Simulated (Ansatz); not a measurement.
**Response to strain in InCuS2**

Take InCuS₂ in the chalcopyrite structure (space group I-42d, No. 122; a = 5.577 Å, c = 11.234 Å) as the base. Axes: x, y, z lie along a, b, c of the conventional cell.

Strains are applied to the cell and any free atomic positions relax; under biaxial strain the out-of-plane vector relaxes too.

Method: PBE/PAW in Ansatz (a first-principles code), no spin-orbit coupling.

Candidates:
(a) strain tensor (xx, yy, zz, yz, xz, xy) = (−0.18, −1.00, −1.04, −0.07, −0.20, −0.50) %
(b) biaxial strain −2.11 %, plane normal [001], relaxed out of plane
(c) isotropic strain +0.93 %

Notes on the quantities. energy relative to the base: free energy F.

**Question.** Order them by energy relative to the base, highest first.

**Answer.** (b) biaxial strain −2.11 %, plane normal [001], relaxed out of plane (+4.3 meV/atom), (c) isotropic strain +0.93 % (+3.3 meV/atom), (a) strain tensor (xx, yy, zz, yz, xz, xy) = (−0.18, −1.00, −1.04, −0.07, −0.20, −0.50) % (+2.6 meV/atom)

The mesh was chosen for an insulator and is coarse for the gapless case. No phonon test of stability was made. All final runs are without spin polarisation.
